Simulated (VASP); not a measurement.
Crystal: ZnSe.

```
Se Zn
1.0
     4.10770    0.00000    0.00000
     0.00000    4.10770    0.00000
     0.00000    0.00000    6.07035
Se Zn
2 2
Direct
  0.50000 0.00000 0.75372
  0.00000 0.50000 0.24628
  0.50000 0.50000 0.00000
  0.00000 0.00000 0.00000
```

Measurements of this composition are mostly on another form, of space group No. 216.

| Property | Result |
| --- | --- |
| Program | VASP 6.6.1 |
| Task | relaxation of cell and atoms |
| Functional | LDA |
| Potentials or basis | VASP PAW LDA potentials, release 64 (Se, Zn) |
| Cutoff | 600 eV |
| k mesh | 5 × 5 × 4 |
| Occupations | fermi-dirac, width 0.05 eV |
| Spin | no spin polarisation |

At the start: pressure -4.5 GPa; volume 25.61 Å³/atom.

Question: How do energy, volume and symmetry change on relaxing?

Answer: Over 25 steps the energy falls by 47.6 meV/atom and the volume is 20.82 Å³/atom (-18.7 %); space group P4/nmm (No. 129, to 0.05 Å).

Step by step:
| step | energy change (eV) | largest force (eV/Å) | pressure (GPa) | volume (Å³) |
| --- | --- | --- | --- | --- |
| 1 | 0.0000 | 0.5815 | -4.48 | 102.43 |
| 2 | -0.0800 | 0.8204 | 2.49 | 92.18 |
| 3 | -0.1140 | 0.2790 | -0.17 | 95.58 |
| 4 | -0.1139 | 0.2598 | -0.34 | 95.71 |
| 5 | -0.1214 | 0.2104 | -0.30 | 95.03 |
| 6 | -0.1295 | 0.1299 | -0.22 | 93.94 |
| 7 | -0.1311 | 0.0445 | -0.19 | 91.80 |
| 8 | -0.1329 | 0.0386 | -0.29 | 92.78 |
| 9 | -0.1395 | 0.1262 | 0.27 | 91.34 |
| 10 | -0.1451 | 0.3069 | 1.32 | 88.57 |
| 11 | -0.1466 | 0.3019 | 1.27 | 88.42 |
| 12 | -0.1511 | 0.2892 | 1.32 | 87.94 |
| 13 | -0.1595 | 0.2670 | 1.23 | 87.00 |
| 14 | -0.1728 | 0.2229 | 1.22 | 85.09 |
| 15 | -0.1801 | 0.1293 | 1.63 | 81.22 |
| 16 | -0.1880 | 0.0417 | 0.37 | 82.36 |
| 17 | -0.1884 | 0.0809 | 0.20 | 82.63 |
| 18 | -0.1879 | 0.1568 | -0.40 | 83.16 |
| 19 | -0.1885 | 0.1016 | 0.05 | 82.77 |
| 20 | -0.1892 | 0.0832 | 0.03 | 82.87 |
| 21 | -0.1903 | 0.0307 | -0.01 | 83.18 |
| 22 | -0.1904 | 0.0125 | -0.01 | 83.29 |
| 23 | -0.1904 | 0.0106 | -0.04 | 83.30 |
| 24 | -0.1904 | 0.0003 | 0.07 | 83.25 |
| 25 | -0.1904 | 0.0033 | 0.00 | 83.26 |

Final structure:
```yaml
crystal:
  lattice:
    - [4.00040, 0.00000, 0.00000]
    - [0.00000, 4.00040, 0.00000]
    - [0.00000, 0.00000, 5.20298]
  atoms:
    - { symbol: Se, position: [0.50000, 0.00000, 0.71798] }
    - { symbol: Se, position: [0.00000, 0.50000, 0.28202] }
    - { symbol: Zn, position: [0.50000, 0.50000, 0.00000] }
    - { symbol: Zn, position: [0.00000, 0.00000, 0.00000] }
```

Caveat: the volume moved by over 15 % at a fixed basis, so the end points are rough.
